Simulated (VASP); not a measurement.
Write the native input for VASP 6.6.1 that does the following.

```
Task                   : relaxation of the atoms
Functional             : PBE
Potentials or basis    : VASP PAW PBE potentials, release 64 (K_sv, I)
Cutoff                 : 600 eV
k mesh                 : 8 × 8 × 8
Occupations            : gaussian, width 0.03 eV
Spin                   : no spin polarisation
Further INCAR settings : ALGO = Normal; EDIFF = 1e-07; IBRION = 2; EDIFFG = -0.01; NSW = 40
```

The structure of KI lies in POSCAR:

```
KI                                      
1.0
    0.0000000000      3.5210106703      3.5210106703
    3.5210106703      0.0000000000      3.5210106703
    3.5210106703      3.5210106703      0.0000000000
  K               I             
     1     1
Direct
     0.0000000000000000    0.0000000000000000    0.0000000000000000
     0.5000000000000000    0.5000000000000000    0.5000000000000000
```

The cell isn't the ideal one: a relaxed cell with its volume scaled by 0.94.

These files were run (other wordings do the same):

INCAR

```
SYSTEM = KI
PREC     = Accurate       ! precision mode
ENCUT    = 600            ! plane-wave cutoff, eV
EDIFF    = 1E-7           ! SCF threshold, eV
ISMEAR   = 0              ! smearing method
SIGMA    = 0.03           ! smearing width, eV
LREAL    = .FALSE.        ! projectors in reciprocal space
LASPH    = .TRUE.         ! aspherical terms in the spheres
NELM     = 80             ! most SCF steps
ALGO     = Normal         ! electronic algorithm
ISIF     = 2              ! what is computed and relaxed
LWAVE    = .FALSE.        ! write WAVECAR
LCHARG   = .FALSE.        ! write CHGCAR
GGA      = PE             ! functional
IBRION   = 2              ! ionic algorithm
NSW      = 40             ! ionic steps
EDIFFG   = -0.01          ! ionic threshold
```

KPOINTS

```
Automatic mesh
0
G
  8 8 8
  0 0 0
```

Potentials or basis: VASP PAW PBE potentials, release 64 (K_sv, I).

The run is started by

```sh
$ cat potpaw_PBE.64/K_sv/POTCAR potpaw_PBE.64/I/POTCAR > POTCAR
$ mpirun -np 1 vasp_std > vasp.out
```

It gave:

| Item | Value |
| --- | --- |
| Pressure after relaxing | 0.8 GPa |
| Band gap on the k mesh | 3.99 eV, direct |

Caveat: the relaxation stopped at its first step, so nothing moved; spin-orbit coupling is left out, which moves the levels of the heavy elements.

It took 43 s on 1 thread of Intel(R) Xeon(R) Platinum 8488C (Sapphire Rapids), on a shared host, peak memory 0.25 GiB.
